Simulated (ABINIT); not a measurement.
# MgO (Fm-3m) in ABINIT: notebook, part 2 of 2

ABINIT 10.8.3 (patched build). Earlier steps stand in the parts before.

## Step 3: Equation of state, PBE+D4

Contents of run.py:

```python
import json, os
import numpy as np
from ase.eos import EquationOfState
from ase.units import GPa
from ase.calculators.mixing import SumCalculator
from dftd4.ase import DFTD4
from ase.calculators.abinit import Abinit, AbinitProfile
from ase import Atoms

atoms = Atoms(['Mg', 'O'],
              cell=[[0.0, 2.0970013927, 2.0970013927], [2.0970013927, 0.0, 2.0970013927], [2.0970013927, 2.0970013927, 0.0]],
              scaled_positions=[[0.0, 0.0, 0.0], [0.5, 0.5, 0.5]],
              pbc=True)

profile = AbinitProfile(command='abinit', pp_paths=[os.path.abspath('pseudos')])
params = dict(
    pps='pawxml', xc='PBE',
    ecut=625.8619,
    pawecutdg=1224.5124,
    kptopt=1,
    ngkpt=[11, 11, 11],
    nshiftk=1,
    shiftk=[0.0, 0.0, 0.0],
    ixc=11,
    nband=12,
    occopt=3,
    tsmear=0.05,
    nstep=100,
    tolvrs=1e-09,
    prtwf=0,
    prtden=0,
)

cell0 = atoms.cell.copy()
volumes, energies = [], []
for i, x in enumerate([0.94, 0.96, 0.98, 1.0, 1.02, 1.04, 1.06]):
    atoms.set_cell(cell0 * x ** (1 / 3), scale_atoms=True)
    atoms.calc = SumCalculator([Abinit(profile=profile, directory=f'v{i}', **params), DFTD4(method='pbe')])
    volumes.append(atoms.get_volume() / len(atoms))
    dft, disp = atoms.calc.mixer.calcs
    energies.append((dft.get_property('free_energy', atoms) + disp.get_property('energy', atoms)) / len(atoms))
    print(f'{x:5.2f} {volumes[-1]:10.5f} A^3/atom {energies[-1]:14.6f} eV/atom', flush=True)
    json.dump(dict(volumes=volumes, energies=energies), open('results.json', 'w'))
v0, e0, b0 = EquationOfState(volumes, energies, eos='sjeos').fit()
print(f'V0 {v0:.4f} A^3/atom  E0 {e0:.6f} eV/atom  B0 {b0 / GPa:.2f} GPa')
```

Potentials or basis: JTH PAW PBE v2.0.

Run with:

```console
python run.py
```

What it wrote:

```text
0.94    8.66810 A^3/atom   -1086.462019 eV/atom
 0.96    8.85253 A^3/atom   -1086.478072 eV/atom
 0.98    9.03696 A^3/atom   -1086.488925 eV/atom
 1.00    9.22139 A^3/atom   -1086.495581 eV/atom
 1.02    9.40581 A^3/atom   -1086.498451 eV/atom
 1.04    9.59024 A^3/atom   -1086.497543 eV/atom
 1.06    9.77467 A^3/atom   -1086.493448 eV/atom
V0 9.4517 A^3/atom  E0 -1086.498484 eV/atom  B0 154.49 GPa
```

abinit.in:

```text
ecut 625.8619 eV
ixc 11
kptopt 1
natom 2
nband 12
ngkpt
11 11 11
nshiftk 1
nsppol 1
nstep 100
occopt 3
pawecutdg 1224.5124 eV
prtden 0
prtwf 0
shiftk
0.0 0.0 0.0
tolvrs 1e-09
tsmear 0.05 eV
#Definition of the unit cell
acell
1.00000000000000 1.00000000000000 1.00000000000000 Angstrom
rprim
0.00000000000000 2.13812950863417 2.13812950863417
2.13812950863417 0.00000000000000 2.13812950863417
2.13812950863417 2.13812950863417 0.00000000000000
chkprim 0 # Allow non-primitive cells
#Definition of the atom types
ntypat 2
znucl 8 12
#Enumerate different atomic species
typat
 2 1
pseudos "./pseudos/O.GGA_PBE-JTH.xml,
./pseudos/Mg.GGA_PBE-JTH.xml"
#Definition of the atoms
xcart
0.00000000000000 0.00000000000000 0.00000000000000
4.04047919288886 4.04047919288886 4.04047919288886
chkexit 1 # abinit.exit file in the running directory terminates after the current SCF
```

abinit.abo:

```text
.Version 10.8.3 of ABINIT
 Symmetries : space group Fm -3 m (#225); Bravais cF (face-center cubic)
================================================================================
 Values of the parameters that define the memory need of the present run
     intxc =       0    ionmov =       0      iscf =      17    lmnmax =       8
     lnmax =       4     mgfft =      27  mpssoang =       2    mqgrid =    3001
     natom =       2  nloc_mem =       2    nspden =       1   nspinor =       1
    nsppol =       1      nsym =      48    n1xccc =       1    ntypat =       2
    occopt =       3   xclevel =       2
       mpw =         706          nfft =       19683          nkpt =          56
 PAW method is used; the additional fine FFT grid is defined by:
   mgfftf=        36    nfftf =     46656
================================================================================
================================================================================

--------------------------------------------------------------------------------
------------- Echo of variables that govern the present computation ------------
--------------------------------------------------------------------------------
 -outvars: echo values of preprocessed input variables --------
            acell      1.8897261259E+00  1.8897261259E+00  1.8897261259E+00 Bohr
              amu      1.59994000E+01  2.43050000E+01
          chkexit           1
          chkprim           0
             ecut      2.30000006E+01 Hartree
                       outvar_i_n : Printing only first  50 k-points.
              ixc          11
[... 213 lines left out ...]
internal            : -7.98442144580466E+01
'-kT*entropy'       :  1.25327081198538E-15
total_energy_dc     : -7.98442144580466E+01
total_energy_dc_eV  : -2.17267175912485E+03
...

--- !EnergyTermsWithPAWCore
iteration_state     : {dtset: 1, }
comment             : 'Components of total free energy, including PAW core contributions'
Total energy        : -2.75715811451602E+02
Total energy DC     : -2.75715816616817E+02
Total energy (eV)   : -7.50260943953361E+03
Total energy DC (eV): -7.50260958008628E+03
...

 Cartesian components of stress tensor (hartree/bohr^3)
  sigma(1 1)=  7.32149980E-05  sigma(3 2)=  0.00000000E+00
  sigma(2 2)=  7.32149980E-05  sigma(3 1)=  0.00000000E+00
  sigma(3 3)=  7.32149980E-05  sigma(2 1)=  0.00000000E+00

-Cartesian components of stress tensor (GPa)         [Pressure= -2.1541E+00 GPa]
- sigma(1 1)=  2.15405961E+00  sigma(3 2)=  0.00000000E+00
- sigma(2 2)=  2.15405961E+00  sigma(3 1)=  0.00000000E+00
- sigma(3 3)=  2.15405961E+00  sigma(2 1)=  0.00000000E+00

== END DATASET(S) ==============================================================
================================================================================

 -outvars: echo values of variables after computation  --------
            acell      1.8897261259E+00  1.8897261259E+00  1.8897261259E+00 Bohr
           etotal     -7.9844214458E+01
            fcart     -0.0000000000E+00 -0.0000000000E+00 -0.0000000000E+00
                      -0.0000000000E+00 -0.0000000000E+00 -0.0000000000E+00
            rprim      0.0000000000E+00  2.1381295086E+00  2.1381295086E+00
                       2.1381295086E+00  0.0000000000E+00  2.1381295086E+00
                       2.1381295086E+00  2.1381295086E+00  0.0000000000E+00
           strten      7.3214997997E-05  7.3214997997E-05  7.3214997997E-05
                       0.0000000000E+00  0.0000000000E+00  0.0000000000E+00
           xangst      0.0000000000E+00  0.0000000000E+00  0.0000000000E+00
                       2.1381295086E+00  2.1381295086E+00  2.1381295086E+00
             xred      0.0000000000E+00  0.0000000000E+00  0.0000000000E+00
                       5.0000000000E-01  5.0000000000E-01  5.0000000000E-01
 Calculation completed.
```

Run time: 2.2 min. Hardware: 1 thread of Arm Neoverse V1, shared host; peak memory 0.09 GiB.

What came out:

```
Equilibrium volume                      : 9.45 Å³/atom
Bulk modulus                            : 154 GPa
Pressure derivative of the bulk modulus : 4.2 (rough: it moves with the points fitted)
```

Energy against volume, from the lowest point:
| volume (Å³/atom) | energy (meV/atom) |
| --- | --- |
| 8.668 | 36.43 |
| 8.853 | 20.38 |
| 9.037 | 9.53 |
| 9.221 | 2.87 |
| 9.406 | 0.00 |
| 9.590 | 0.91 |
| 9.775 | 5.00 |

Caveat: pressures at fixed basis lie under the slope of the energies; the log and the count of SCF iterations are those of the last ABINIT call alone.

## Step 4: Band structure, PBE

Contents of run.abi:

```
ndtset 2

pp_dirpath "./"
pseudos "Mg.GGA_PBE-JTH.xml, O.GGA_PBE-JTH.xml"

acell 3*1.0
rprim
     0.0000000000     3.9627583152     3.9627583152
     3.9627583152     0.0000000000     3.9627583152
     3.9627583152     3.9627583152     0.0000000000
ntypat 2
znucl 12 8
natom 2
typat 1 2
xred
     0.0000000000     0.0000000000     0.0000000000
     0.5000000000     0.5000000000     0.5000000000

ecut 625.861884 eV
pawecutdg 45.0

ixc 11

occopt 3
tsmear 0.05 eV

nstep 100

iomode 3
prtwf 0
prteig 0
prtebands 0
enunit 1
prtden1 1

kptopt1 1
ngkpt1 11 11 11
nshiftk1 1
shiftk1 0.0 0.0 0.0
nband1 12
tolvrs1 1.0e-9

iscf2 -2
getden2 1
nband2 16
nbdbuf2 2
tolwfr2 1.0e-12
kptopt2 -9
ndivsm2 5
prteig2 1
kptbounds2
     0.0000000000     0.0000000000     0.0000000000
     0.5000000000     0.0000000000     0.5000000000
     0.5000000000     0.2500000000     0.7500000000
     0.3750000000     0.3750000000     0.7500000000
     0.0000000000     0.0000000000     0.0000000000
     0.5000000000     0.5000000000     0.5000000000
     0.6250000000     0.2500000000     0.6250000000
     0.5000000000     0.2500000000     0.7500000000
     0.5000000000     0.5000000000     0.5000000000
     0.3750000000     0.3750000000     0.7500000000
```

Potentials or basis: JTH PAW PBE v2.0.

Run with:

```console
abinit run.abi > log 2>&1
```

run.abo:

```text
.Version 10.8.3 of ABINIT
 DATASET    1 : space group Fm -3 m (#225); Bravais cF (face-center cubic)
================================================================================
 Values of the parameters that define the memory need for DATASET  1.
     intxc =       0    ionmov =       0      iscf =      17    lmnmax =       8
     lnmax =       4     mgfft =      27  mpssoang =       2    mqgrid =    3001
     natom =       2  nloc_mem =       2    nspden =       1   nspinor =       1
    nsppol =       1      nsym =      48    n1xccc =       1    ntypat =       2
    occopt =       3   xclevel =       2
       mpw =         670          nfft =       19683          nkpt =          56
 PAW method is used; the additional fine FFT grid is defined by:
   mgfftf=        36    nfftf =     46656
================================================================================
================================================================================

[... 1144 lines left out ...]
 kpt#  87, nband= 16, wtk=  1.00000, kpt=  0.3750  0.3750  0.7500 (reduced coord)
 -66.57088  -33.36651  -33.35311  -33.32567  -10.10675    2.10658    2.88372    4.46190
  15.77759   17.55554   18.27512   23.96873   24.11011   30.89328   33.14138   33.97809

== END DATASET(S) ==============================================================
================================================================================

 -outvars: echo values of variables after computation  --------
            acell      1.0000000000E+00  1.0000000000E+00  1.0000000000E+00 Bohr
           etotal1    -7.9843597838E+01
            fcart1    -0.0000000000E+00 -0.0000000000E+00 -0.0000000000E+00
                      -0.0000000000E+00 -0.0000000000E+00 -0.0000000000E+00
            rprim      0.0000000000E+00  3.9627583152E+00  3.9627583152E+00
                       3.9627583152E+00  0.0000000000E+00  3.9627583152E+00
                       3.9627583152E+00  3.9627583152E+00  0.0000000000E+00
           strten1    -2.4023482504E-04 -2.4023482504E-04 -2.4023482504E-04
                       0.0000000000E+00  0.0000000000E+00  0.0000000000E+00
           xangst      0.0000000000E+00  0.0000000000E+00  0.0000000000E+00
                       2.0970013913E+00  2.0970013913E+00  2.0970013913E+00
             xred      0.0000000000E+00  0.0000000000E+00  0.0000000000E+00
                       5.0000000000E-01  5.0000000000E-01  5.0000000000E-01
 Calculation completed.
```

Run time: 29 s. Hardware: 1 thread of Arm Neoverse V1, shared host; peak memory 0.1 GiB.

What came out:

* Free energy: -2172.6550 eV
* Pressure: 7.1 GPa
* Band gap on the k mesh: 4.86 eV, direct
* Band gap along the path: 4.86 eV, direct
* Valence electrons inside the program's atomic spheres: Mg 8.30; O 4.60

Levels at the corners of the path, in eV from the valence-band top:
```csv
point,band 4,band 5,band 6,band 7,band 8,band 9,band 10,band 11,band 12,band 13
Γ,-38.92,-17.32,0.00,0.00,0.00,4.86,15.88,15.88,15.88,19.81
X,-38.95,-15.75,-4.10,-1.36,-1.36,9.14,10.12,13.25,19.23,19.23
W,-38.95,-15.69,-2.97,-2.97,-1.79,11.74,11.74,12.34,15.71,22.17
K,-38.94,-15.72,-3.51,-2.73,-1.15,10.16,11.94,12.66,18.35,18.49
Γ,-38.92,-17.32,0.00,0.00,0.00,4.86,15.88,15.88,15.88,19.81
L,-38.93,-15.97,-4.66,-0.67,-0.67,7.98,12.77,16.47,16.47,21.17
U,-38.94,-15.72,-3.51,-2.73,-1.15,10.16,11.94,12.66,18.35,18.49
W,-38.95,-15.69,-2.97,-2.97,-1.79,11.74,11.74,12.34,15.71,22.17
L,-38.93,-15.97,-4.66,-0.67,-0.67,7.98,12.77,16.47,16.47,21.17
K,-38.94,-15.72,-3.51,-2.73,-1.15,10.16,11.94,12.66,18.35,18.49
```

## Step 5: Equation of state, BP86

Contents of run.abi:

```
# Datasets: one volume each
ndtset 7
getwfk -1
scalecart1 3*0.9795861087
scalecart2 3*0.9864848297
scalecart3 3*0.9932883884
scalecart4 3*1.0000000000
scalecart5 3*1.0066227096
scalecart6 3*1.0131594038
scalecart7 3*1.0196128224

# Pseudopotentials
pp_dirpath "./"
pseudos "Mg.GGA_PBE-JTH.xml, O.GGA_PBE-JTH.xml"

# Structure
acell 3*1.0 Angstrom
rprim
     0.0000000000     2.0970013927     2.0970013927
     2.0970013927     0.0000000000     2.0970013927
     2.0970013927     2.0970013927     0.0000000000
ntypat 2
znucl 12 8
natom 2
typat 1 2
xred
     0.0000000000     0.0000000000     0.0000000000
     0.5000000000     0.5000000000     0.5000000000

# Plane-wave basis
ecut 23.0
pawecutdg 45.0

# k points
kptopt 1
ngkpt 11 11 11
nshiftk 1
shiftk 0.0 0.0 0.0

# Exchange and correlation
ixc -106132

# Bands and occupations
nband 12
occopt 3
tsmear 0.00183747

# SCF cycle
nstep 100
tolvrs 1.0e-9

# Output
iomode 3
prtwf 1
prtden 0
prteig 0
prtebands 0
```

Run with:

```console
abinit run.abi > log 2>&1
```

Run time: 97 s. Hardware: 1 thread of Arm Neoverse V1, shared host; peak memory 0.13 GiB.

Results (log left out):

* Equilibrium volume: 9.66 Å³/atom
* Bulk modulus: 148 GPa
* Pressure derivative of the bulk modulus: 4.1

Energy against volume, from the lowest point:
| volume (Å³/atom) | energy (meV/atom) |
| --- | --- |
| 8.668 | 55.94 |
| 8.853 | 35.62 |
| 9.037 | 20.33 |
| 9.221 | 9.54 |
| 9.406 | 2.90 |
| 9.590 | 0.00 |
| 9.775 | 0.43 |

Caveat: pressures at fixed basis lie under the slope of the energies; the PAW data sets were made with another functional, which shifts forces and pressure a little.

## Step 6: Equation of state, LDA

Contents of run.abi:

```
ndtset 7
getwfk -1
scalecart1 3*0.9795861087
scalecart2 3*0.9864848297
scalecart3 3*0.9932883884
scalecart4 3*1.0000000000
scalecart5 3*1.0066227096
scalecart6 3*1.0131594038
scalecart7 3*1.0196128224

pp_dirpath "./"
pseudos "Mg.LDA_PW-JTH.xml, O.LDA_PW-JTH.xml"

acell 2.9656078099 2.9656078099 2.9656078099 Angstrom
rprim
     0.0000000000     0.7071067812     0.7071067812
     0.7071067812     0.0000000000     0.7071067812
     0.7071067812     0.7071067812     0.0000000000
ntypat 2
znucl 12 8
natom 2
typat 1 2
xred
     0.0000000000     0.0000000000     0.0000000000
     0.5000000000     0.5000000000     0.5000000000

ecut 23.0
pawecutdg 45.0

kptopt 1
ngkpt 11 11 11
nshiftk 1
shiftk 0.0 0.0 0.0

ixc 7

nband 12
occopt 3
tsmear 0.05 eV

nstep 100
tolvrs 1.0e-9

iomode 3
prtwf 1
prtden 0
prteig 0
prtebands 0
enunit 1
```

Potentials or basis: JTH PAW LDA v2.0.

Run with:

```console
abinit run.abi > log 2>&1
```

run.abo:

```text
.Version 10.8.3 of ABINIT
 DATASET    1 : space group Fm -3 m (#225); Bravais cF (face-center cubic)
================================================================================
 Values of the parameters that define the memory need for DATASET  1.
     intxc =       0    ionmov =       0      iscf =      17    lmnmax =       8
     lnmax =       4     mgfft =      24  mpssoang =       2    mqgrid =    3001
     natom =       2  nloc_mem =       2    nspden =       1   nspinor =       1
    nsppol =       1      nsym =      48    n1xccc =       1    ntypat =       2
    occopt =       3   xclevel =       1
       mpw =         626          nfft =       13824          nkpt =          56
 PAW method is used; the additional fine FFT grid is defined by:
   mgfftf=        36    nfftf =     46656
================================================================================
================================================================================
[... 71 lines left out ...]
 DATASET    7 : space group Fm -3 m (#225); Bravais cF (face-center cubic)
[... 1427 lines left out ...]
                      -0.0000000000E+00 -0.0000000000E+00 -0.0000000000E+00
            fcart5    -0.0000000000E+00 -0.0000000000E+00 -0.0000000000E+00
                      -0.0000000000E+00 -0.0000000000E+00 -0.0000000000E+00
[... 38 lines left out ...]
                       0.0000000000E+00  0.0000000000E+00  0.0000000000E+00
           xangst1     0.0000000000E+00  0.0000000000E+00  0.0000000000E+00
                       2.0541934343E+00  2.0541934343E+00  2.0541934343E+00
           xangst2     0.0000000000E+00  0.0000000000E+00  0.0000000000E+00
                       2.0686600618E+00  2.0686600618E+00  2.0686600618E+00
           xangst3     0.0000000000E+00  0.0000000000E+00  0.0000000000E+00
                       2.0829271339E+00  2.0829271339E+00  2.0829271339E+00
           xangst4     0.0000000000E+00  0.0000000000E+00  0.0000000000E+00
                       2.0970013928E+00  2.0970013928E+00  2.0970013928E+00
           xangst5     0.0000000000E+00  0.0000000000E+00  0.0000000000E+00
                       2.1108892240E+00  2.1108892240E+00  2.1108892240E+00
           xangst6     0.0000000000E+00  0.0000000000E+00  0.0000000000E+00
                       2.1245966809E+00  2.1245966809E+00  2.1245966809E+00
           xangst7     0.0000000000E+00  0.0000000000E+00  0.0000000000E+00
                       2.1381295086E+00  2.1381295086E+00  2.1381295086E+00
             xred      0.0000000000E+00  0.0000000000E+00  0.0000000000E+00
                       5.0000000000E-01  5.0000000000E-01  5.0000000000E-01
 Calculation completed.
```

Run time: 75 s. Hardware: 1 thread of Arm Neoverse V1, shared host; peak memory 0.11 GiB.

What came out:

```
Equilibrium volume                      : 9.04 Å³/atom
Bulk modulus                            : 172 GPa
Pressure derivative of the bulk modulus : 4.1
```

Energy against volume, from the lowest point:
| volume (Å³/atom) | energy (meV/atom) |
| --- | --- |
| 8.668 | 8.94 |
| 8.853 | 2.22 |
| 9.037 | 0.00 |
| 9.221 | 1.81 |
| 9.406 | 7.29 |
| 9.590 | 16.06 |
| 9.775 | 27.79 |

Caveat: pressures at fixed basis lie under the slope of the energies.

## Step 7: Summary

```csv
task,level,potentials or basis,dispersion computed by,V0 of scaled cells (Å³/atom),B0 (GPa)
equation of state,BLYP+D2,JTH PAW PBE v2.0,-,9.24,188
equation of state,PBE+D4,JTH PAW PBE v2.0,dftd4 4.3.1,9.45,154
band structure,PBE,JTH PAW PBE v2.0,-,-,-
equation of state,BP86,JTH PAW PBE v2.0,-,9.66,148
equation of state,LDA,JTH PAW LDA v2.0,-,9.04,172
```

Alike in all rows: no spin polarisation; cell as given; k mesh 11 × 11 × 11; cutoff (eV) 626; smearing fermi-dirac 0.05 eV.

Caveats: pressures at fixed basis lie under the slope of the energies (some runs); the PAW data sets were made with another functional, which shifts forces and pressure a little (some runs).

Total energies depend on the potentials used, so only differences within one code and one set of settings carry meaning.

## Step 8: Against experiment

Step 4. Measured gap of MgO: 7.83 eV (quoted in “Electronic structure of alkaline earth and post-transition metal oxides”, 2009, arxiv:0908.1581). This calculation gives 4.86 eV (-2.97 eV). The value is that of PBE, without temperature or zero-point motion. Semilocal functionals fall short of measured gaps as a rule. The cell is a database's relaxed one, not the measured one, which moves gaps too.
